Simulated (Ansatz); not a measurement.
# TaAs: the cost of one run

Program: Ansatz 0.2.0 through its Python package. Level of theory: DFT PBE, plane waves, PAW. These are calculated values, not measurements.

## 1. Starting point

It takes space group I4_1md (No. 109, tetragonal). The conventional cell has a = 3.444 Å, b = 3.444 Å, c = 11.736 Å, α = 90.00°, β = 90.00°, γ = 90.00°. Ta (site symmetry 2mm) has 6 As at 2.61 to 2.62 Å in its first shell of neighbours. As (site symmetry 2mm) is surrounded by 6 Ta at 2.61 to 2.62 Å.

The script holds or builds the structure itself.

## 2. Script

Contents of run_relax.py:

```python
import ansatz as az
from ase import Atoms
from ase.data import atomic_numbers
from ase.io import write
from ase.neighborlist import neighbor_list
import numpy as np
import spglib

lattice = az.Lattice.of(
    (-1.72181336, 1.72181336, 5.86794154),
    (1.72181336, -1.72181336, 5.86794154),
    (1.72181336, 1.72181336, -5.86794154),
)
sites = [
    ("Ta", (0.4999673, 0.9999673, 0.5)),
    ("Ta", (0.7499673, 0.7499673, 0.0)),
    ("As", (0.08263212, 0.58263212, 0.5)),
    ("As", (0.33263212, 0.33263212, 0.0)),
]
xtal = az.Crystal(lattice=lattice)
for symbol, position in sites:
    xtal = xtal.atom(symbol, position)

base = (
    xtal.calculation()
    .functional("PBE")
    .pseudopotentials("paw")
    .kpoints(8, center="gamma")
    .occupations(az.OccupationsMethod.FERMI_DIRAC)
    .relax(force_tolerance=0.03, max_steps=100, random_displacement=True, displacement_amplitude=0.1, displacement_seed=998)
)
steps = []


def follow(event):
    if event["event"] != "relax_step":
        return
    row = event["data"]
    steps.append(row)
    print(f"step {row['step']:3d}  E = {row['lagrangian_ev']:.5f} eV  largest force component = {row['allowed_force_max_ev_ang']:.4f} eV/A")


outcome = base.session().plan(threads=1).execute(on_event=follow)
data = outcome.report

first, last = steps[0], steps[-1]
symbols = [site.symbol for site in outcome.lattice.sites]
print(f"energy gained {first['lagrangian_ev'] - last['lagrangian_ev']:.4f} eV in {len(steps) - 1} steps")

moved = np.linalg.norm(np.array(last["positions_ang"]) - np.array(first["positions_ang"]), axis=1)
print("displacement by atom (A):", " ".join(f"{s}:{d:.3f}" for s, d in zip(symbols, moved)))

fractions = [site.position_frac for site in outcome.lattice.sites]
numbers = [atomic_numbers[s] for s in symbols]
for tolerance in (1e-3, 1e-2, 1e-1):
    print(f"space group at {tolerance} A:", spglib.get_spacegroup((outcome.lattice.cell_ang, fractions, numbers), symprec=tolerance))

relaxed = Atoms(symbols, positions=[site.position_ang for site in outcome.lattice.sites], cell=outcome.lattice.cell_ang, pbc=True)
write("relaxed.extxyz", relaxed, format="extxyz")

final = Atoms(symbols, positions=last["positions_ang"], cell=outcome.lattice.cell_ang, pbc=True)
i, j, d = neighbor_list("ijd", final, 4.5)
print("neighbours within 1.1 times the shortest distance of each atom (A)")
for atom in range(len(final)):
    near = [m for m in np.argsort(d) if i[m] == atom]
    shell = [m for m in near if d[m] < 1.1 * d[near[0]]]
    print(f"{symbols[atom]}{atom} ({len(shell)}):", ", ".join(f"{symbols[j[m]]} {d[m]:.3f}" for m in shell))

print("%-22s %14.5f eV" % ("F = E - TS", data["free_energy_ev"]))
print("%-22s %14.5f eV" % ("E", data["internal_energy_ev"]))
print("%-22s %14.5f eV" % ("Harris-Foulkes", data["harris_foulkes_ev"]))
print("%-22s %14.5f eV" % ("Fermi level", data["fermi_energy_ev"]))
```

## 3. The calls as engine input

The package turns the script's settings into the engine's input:

```yaml
crystal:
  lattice:
    - [-1.72181336, 1.72181336, 5.86794154]
    - [1.72181336, -1.72181336, 5.86794154]
    - [1.72181336, 1.72181336, -5.86794154]
  atoms:
    - { symbol: Ta, position: [0.4999673, 0.9999673, 0.5] }
    - { symbol: Ta, position: [0.7499673, 0.7499673, 0.0] }
    - { symbol: As, position: [0.08263212, 0.58263212, 0.5] }
    - { symbol: As, position: [0.33263212, 0.33263212, 0.0] }
kpoints:
  mp_grid:
    grid: [8, 8, 8]
    shift: [0.0, 0.0, 0.0]
hamiltonian:
  xc: pbe
  pseudopotentials:
    kind: paw
scf:
  occupations:
    method: fermi_dirac
relax:
  f_tol: 0.03
  max_steps: 100
  random_displacement:
    amplitude: 0.1
    seed: 998
```

## 4. The run

The run is started by

```console
$ python run_relax.py
```

What time and memory should one allow on 1 thread of Arm Neoverse V1, shared host?

About 3.2 min, with a peak of 0.81 GiB.
